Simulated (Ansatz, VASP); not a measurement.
# Cross-check of InGa5As5P between VASP and Ansatz

One calculation is typed for both programs; each brings its own data sets. How far apart do they land? The cell is taken from a series of runs on this material, whose earlier steps may have relaxed, scaled, displaced or heated it; both programs get it as it stands.

Method: plane waves, with VASP 6.6.1 beside it; single point at PBEsol, spin-orbit coupling, in Ansatz 0.2.0.

### Step 1. The starting structure

The cell holds 12 atoms: 1 In, 1 P, 5 Ga and 5 As. Its edges and angles: a = 4.030 Å, b = 4.023 Å, c = 17.090 Å, α = 90.0°, β = 90.0°, γ = 90.0°. It derives from InP. The structure's axis is c.

Structure file:

```xyz
12
Lattice="4.0298 0.0000 0.0000 0.0000 4.0231 0.0000 0.0000 0.0000 17.0897" Properties=species:S:1:pos:R:3 pbc="T T T"
In    0.0000    0.0000    0.8769
P     2.0149    0.0000    2.4066
Ga    2.0149    2.0115    3.7008
Ga    0.0000    0.0000    6.5082
Ga    2.0149    2.0115    9.3186
Ga    0.0000    0.0000   12.1291
Ga    2.0149    2.0115   14.9426
As    0.0000    2.0115    5.1038
As    2.0149    0.0000    7.9118
As    0.0000    2.0115   10.7216
As    2.0149    0.0000   13.5327
As    0.0000    2.0115   16.3308
```

### Step 2. VASP: single point, PBEsol, spin-orbit coupling

With cell and atoms fixed, the geometry can't cause a difference; cores, projectors, grids and the points listed under the comparison can.

Lines of VASP's logs that name or quote its potential files are left out, and so is its time.

The input, INCAR:

```
SYSTEM = InGa5As5P
PREC = Accurate
ENCUT = 400
EDIFF = 1E-06
NELM = 200
ISMEAR = -1
SIGMA = 0.02
LREAL = .FALSE.
ALGO = Normal
GGA = PS
LNONCOLLINEAR = .TRUE.
MAGMOM = 0 0 0 0 0 0 0 0 0 0 0 0 0 0 0 0 0 0 0 0 0 0 0 0 0 0 0 0 0 0 0 0 0 0 0 0
NBANDS = 132
GGA_COMPAT = .FALSE.
LASPH = .TRUE.
LSORBIT = .TRUE.
LORBIT = 11
LWAVE = .FALSE.
LCHARG = .FALSE.
ISIF = 2
EFERMI = MIDGAP
KPAR = 2
```

The input, POSCAR:

```
InGa5As5P
1.0
    4.0297510915      0.0000000000      0.0000000000
    0.0000000000      4.0230831466      0.0000000000
    0.0000000000      0.0000000000     17.0896678541
In P Ga As
1 1 5 5
Direct
    0.0000000000      0.0000000000      0.0513114970
    0.5000000000      0.0000000000      0.1408201969
    0.5000000000      0.5000000000      0.2165492488
    0.0000000000      0.0000000000      0.3808264573
    0.5000000000      0.5000000000      0.5452768029
    0.0000000000      0.0000000000      0.7097326253
    0.5000000000      0.5000000000      0.8743633287
    0.0000000000      0.5000000000      0.2986497971
    0.5000000000      0.0000000000      0.4629574688
    0.0000000000      0.5000000000      0.6273725276
    0.5000000000      0.0000000000      0.7918639746
    0.0000000000      0.5000000000      0.9555952554
```

The input, KPOINTS:

```
Automatic mesh
0
Gamma
6 6 2
0 0 0
```

PAW data sets: In_d, P, Ga_d and As (PBE family, release 64).

On the command line:

```sh
$ mpirun -np 2 vasp_ncl
```

Numbers of over 12 decimals in the logs are rounded to 6 here.

Output:

```text
[banner, memory and clock lines left out]
running    2 mpi-ranks, on    1 nodes
 distrk:  each k-point on    1 cores,    2 groups
 distr:  one band on    1 cores,    1 groups

 POSCAR found type information on POSCAR InP GaAs
 POSCAR found :  4 types and      12 ions
|                                                                             |
|               ----> ADVICE to this user running VASP <----                  |
|                                                                             |
|     You enforced a specific xc type in the INCAR file but a different       |
|     [... a line on the potential file left out ...]
|     I HOPE YOU KNOW WHAT YOU ARE DOING!                                     |
|                                                                             |

 LDA part: xc-table for (Slater+PW92), standard interpolation
 POSCAR, INCAR and KPOINTS ok, starting setup
 FFT: planning ... GRIDC
 FFT: planning ... GRID_SOFT
 FFT: planning ... GRID
 WAVECAR not read
 entering main loop
       N       E                     dE             d eps       ncg     rms          rms(c)
DAV:   1     0.111401411408E+04    0.11140E+04   -0.38348E+04  8616   0.193E+03
DAV:   2     0.196280638636E+03   -0.91773E+03   -0.88707E+03  8760   0.558E+02
DAV:   3    -0.312839175642E+02   -0.22756E+03   -0.21328E+03 10288   0.211E+02
DAV:   4    -0.542651352387E+02   -0.22981E+02   -0.22417E+02  9996   0.653E+01
DAV:   5    -0.560051192277E+02   -0.17400E+01   -0.17253E+01 12640   0.185E+01    0.942E+00
DAV:   6    -0.548255989737E+02    0.11795E+01   -0.23139E+00 11708   0.148E+01    0.475E+00
DAV:   7    -0.546547795972E+02    0.17082E+00   -0.12268E+00 11716   0.501E+00    0.165E+00
DAV:   8    -0.546461965701E+02    0.85830E-02   -0.17181E-01  9928   0.382E+00    0.100E+00
DAV:   9    -0.546492701654E+02   -0.30736E-02   -0.42457E-02 11376   0.152E+00    0.548E-01
DAV:  10    -0.546482322132E+02    0.10380E-02   -0.56909E-03 10252   0.938E-01    0.359E-01
DAV:  11    -0.546484255204E+02   -0.19331E-03   -0.31473E-03 11548   0.751E-01    0.691E-02
DAV:  12    -0.546484554755E+02   -0.29955E-04   -0.86498E-04 10184   0.381E-01    0.459E-02
DAV:  13    -0.546484859835E+02   -0.30508E-04   -0.37516E-04 13684   0.123E-01    0.456E-02
DAV:  14    -0.546484886081E+02   -0.26246E-05   -0.48680E-05 10308   0.172E-01    0.252E-02
DAV:  15    -0.546484828052E+02    0.58029E-05   -0.37255E-05 11908   0.413E-02    0.133E-02
DAV:  16    -0.546484822090E+02    0.59623E-06   -0.69733E-06 10428   0.278E-02
   1 F= -.54648482E+02 E0= -.54648477E+02  d E =-.107363E-04  mag=     0.0000     0.0000    -0.0000
```

Parts of OUTCAR (step 2):

```text
ion  position               nearest neighbor table
   1  0.000  0.000  0.051-   2 2.53   2 2.53  12 2.59  12 2.59
   2  0.500  0.000  0.141-   3 2.39   3 2.39   1 2.53   1 2.53
   3  0.500  0.500  0.217-   2 2.39   2 2.39   8 2.46   8 2.46
   4  0.000  0.000  0.381-   8 2.45   8 2.45   9 2.46   9 2.46
   5  0.500  0.500  0.545-   9 2.45   9 2.45  10 2.46  10 2.46
   6  0.000  0.000  0.710-  10 2.46  10 2.46  11 2.46  11 2.46
   7  0.500  0.500  0.874-  12 2.45  12 2.45  11 2.46  11 2.46
   8  0.000  0.500  0.299-   4 2.45   4 2.45   3 2.46   3 2.46
   9  0.500  0.000  0.463-   5 2.45   5 2.45   4 2.46   4 2.46
  10  0.000  0.500  0.627-   6 2.46   6 2.46   5 2.46   5 2.46
  11  0.500  0.000  0.792-   6 2.46   6 2.46   7 2.46   7 2.46
  12  0.000  0.500  0.956-   7 2.45   7 2.45   1 2.59   1 2.59

  LATTYP: Found a simple orthorhombic cell.
 ALAT       =     4.0230831466
 B/A-ratio  =     1.0016574216
 C/A-ratio  =     4.2479032203

 Subroutine GETGRP returns: Found  4 space group operations
 (whereof  4 operations were pure point group operations)

The static configuration has the point symmetry C_2v.

 Found     32 irreducible k-points:

   k-points           NKPTS =     32   k-points in BZ     NKDIM =     32   number of bands    NBANDS=    132

   dimension x,y,z NGX =    28 NGY =   28 NGZ =  112
   dimension x,y,z NGXF=    56 NGYF=   56 NGZF=  224

   ENCUT  =  400.0 eV  29.40 Ry    5.42 a.u.   6.57  6.56 27.87*2*pi/ulx,y,z

   NELECT =     108.0000    total number of electrons

 k-points in reciprocal lattice and weights: Automatic mesh
   0.00000000  0.00000000  0.00000000       0.014
   0.16666667  0.00000000  0.00000000       0.028
   0.33333333  0.00000000  0.00000000       0.028
   0.50000000  0.00000000  0.00000000       0.014
   0.00000000  0.16666667  0.00000000       0.028
   0.16666667  0.16666667  0.00000000       0.056
   0.33333333  0.16666667  0.00000000       0.056
   0.50000000  0.16666667  0.00000000       0.028
   0.00000000  0.33333333  0.00000000       0.028
[...]
0.33333333  0.50000000  0.50000000       0.028
   0.50000000  0.50000000  0.50000000       0.014

 average (electrostatic) potential at core
       1 -96.7562       2 -84.1587       3 -66.0184       4 -65.9672       5 -65.9641
       6 -65.9626       7 -65.9800       8 -49.9423       9 -49.9528      10 -49.9512
      11 -49.9460      12 -49.8469

 E-fermi :   4.3004

 k-point     1 :       0.0000    0.0000    0.0000
  band No.  band energies     occupation
    ...
    104       3.8221      1.00000
    105       4.0912      0.99997
    106       4.0912      0.99997
    107       4.1662      0.99878
    108       4.1662      0.99878
    109       4.4341      0.00125
    110       4.4341      0.00125
    111       5.3372      0.00000
    112       5.3372      0.00000
    113       5.4860      0.00000
    ...

 k-point     2 :       0.1667    0.0000    0.0000
  band No.  band energies     occupation
    ...
    104       3.3110      1.00000
    105       3.3754      1.00000
    106       3.4044      1.00000
    107       4.0022      1.00000
    108       4.0028      1.00000
    109       5.5367      0.00000
    110       5.5367      0.00000
    111       5.8193      0.00000
    112       5.8287      0.00000
    113       5.9474      0.00000
    ...

 k-point     3 :       0.3333    0.0000    0.0000
  band No.  band energies     occupation
    ...
    104       3.1933      1.00000
    105       3.3161      1.00000
    106       3.3240      1.00000
    107       3.7020      1.00000
    108       3.7042      1.00000
    109       5.1277      0.00000
    110       5.1305      0.00000
    111       5.2351      0.00000
    112       5.2356      0.00000
    113       6.0351      0.00000
    ...

  Total       -0.2646384     -0.3897713     -0.3303485      0.0000000      0.0000000      0.0000000
  in kB       -1.5303564     -2.2539778     -1.9103463      0.0000000      0.0000000      0.0000000
  external PRESSURE =      -1.8982268 kB  Pullay stress =       0.0000000 kB

  energy-cutoff  :      400.00
  volume of cell :      277.06
      direct lattice vectors                 reciprocal lattice vectors
     4.029751091  0.000000000  0.000000000     0.248154285  0.000000000  0.000000000
     0.000000000  4.023083147  0.000000000     0.000000000  0.248565581  0.000000000
     0.000000000  0.000000000 17.089667854     0.000000000  0.000000000  0.058514888

 POSITION                                       TOTAL-FORCE (eV/Angst)
 -----------------------------------------------------------------------------------
      0.00000      0.00000      0.87690         0.000000      0.000000      0.010406
      2.01488      0.00000      2.40657         0.000000      0.000000      0.009570
      2.01488      2.01154      3.70075         0.000000      0.000000     -0.024426
      0.00000      0.00000      6.50820         0.000000      0.000000     -0.004129
      2.01488      2.01154      9.31860         0.000000      0.000000     -0.004050
      0.00000      0.00000     12.12909         0.000000      0.000000     -0.003375
      2.01488      2.01154     14.94258         0.000000      0.000000     -0.009873
      0.00000      2.01154      5.10383         0.000000      0.000000      0.002919
      2.01488      0.00000      7.91179         0.000000      0.000000      0.005564
      0.00000      2.01154     10.72159         0.000000      0.000000      0.005319
      2.01488      0.00000     13.53269         0.000000      0.000000      0.006068
      0.00000      2.01154     16.33081         0.000000      0.000000      0.006006
 -----------------------------------------------------------------------------------
    total drift:                                0.000000      0.000000      0.000083

  FREE ENERGIE OF THE ION-ELECTRON SYSTEM (eV)
  ---------------------------------------------------
  free  energy   TOTEN  =       -54.6484822090 eV

  energy  without entropy=      -54.6484714727  energy(sigma->0) =      -54.64847684

 Spin-Orbit-Coupling matrix elements
 Ion:    1  E_soc:     -0.0740962
 Ion:    2  E_soc:     -0.0010411
 Ion:    3  E_soc:     -0.0116820
 Ion:    4  E_soc:     -0.0119774
 Ion:    5  E_soc:     -0.0119766
 Ion:    6  E_soc:     -0.0119736
 Ion:    7  E_soc:     -0.0119450
 Ion:    8  E_soc:     -0.0239062
 Ion:    9  E_soc:     -0.0239447
 Ion:   10  E_soc:     -0.0239704
 Ion:   11  E_soc:     -0.0239916
 Ion:   12  E_soc:     -0.0246356

 total charge
# of ion       s       p       d       tot
------------------------------------------
    1        0.842   0.790   9.896  11.528
    2        1.025   1.479   0.000   2.505
    3        0.872   0.795  10.000  11.667
    4        0.882   0.797   9.993  11.671
    5        0.883   0.795   9.993  11.671
    6        0.883   0.795   9.992  11.670
    7        0.882   0.792   9.995  11.669
    8        1.212   1.588   0.030   2.831
    9        1.212   1.585   0.031   2.828
   10        1.212   1.585   0.031   2.828
   11        1.213   1.584   0.031   2.828
   12        1.214   1.593   0.027   2.835
--------------------------------------------------
tot         12.332  14.181  60.018  86.530

 magnetization (x)
# of ion       s       p       d       tot
------------------------------------------
    1        0.000   0.000   0.000   0.000
    2        0.000   0.000   0.000   0.000
    3        0.000   0.000   0.000   0.000
    4        0.000   0.000   0.000   0.000
    5        0.000   0.000   0.000   0.000
    6        0.000   0.000   0.000   0.000
    7        0.000   0.000   0.000   0.000
    8        0.000   0.000   0.000   0.000
    9        0.000   0.000   0.000   0.000
   10        0.000   0.000   0.000   0.000
   11        0.000   0.000   0.000   0.000
   12        0.000   0.000   0.000   0.000
--------------------------------------------------
tot          0.000   0.000   0.000   0.000

 magnetization (y)
# of ion       s       p       d       tot
------------------------------------------
    1        0.000   0.000   0.000   0.000
    2        0.000   0.000   0.000   0.000
    3        0.000   0.000   0.000   0.000
    4        0.000   0.000   0.000   0.000
    5        0.000   0.000   0.000   0.000
    6        0.000   0.000   0.000   0.000
    7        0.000   0.000   0.000   0.000
    8        0.000   0.000   0.000   0.000
    9        0.000   0.000   0.000   0.000
   10        0.000   0.000   0.000   0.000
   11        0.000   0.000   0.000   0.000
   12        0.000   0.000   0.000   0.000
--------------------------------------------------
tot          0.000   0.000   0.000   0.000

 magnetization (z)
# of ion       s       p       d       tot
------------------------------------------
    1        0.000   0.000   0.000   0.000
    2        0.000   0.000   0.000   0.000
    3        0.000   0.000   0.000   0.000
    4        0.000   0.000   0.000   0.000
    5        0.000   0.000   0.000   0.000
    6        0.000   0.000   0.000   0.000
    7        0.000   0.000   0.000   0.000
    8        0.000   0.000   0.000   0.000
    9        0.000   0.000   0.000   0.000
   10        0.000   0.000   0.000   0.000
   11        0.000   0.000   0.000   0.000
   12        0.000   0.000   0.000   0.000
--------------------------------------------------
tot          0.000   0.000   0.000   0.000

[... 3 further parts left out ...]
```

The run ends at a pressure of -0.19 GPa, with forces up to 0.024 eV/Å.

(Continued in part 2 of 2.)

[Lines on the potential files, build, host, timing and source positions are cut from VASP's logs without a mark.]

[Logs are printed without paths, hosts, clocks, repeated set-up lines and the standing remarks that a program may print on its own settings, such as how far it seeks lower states.]

[Hosts, paths, dates, database ids (printed as entryN), source tags and the programs' standing remarks are cut or masked in the printed files.]
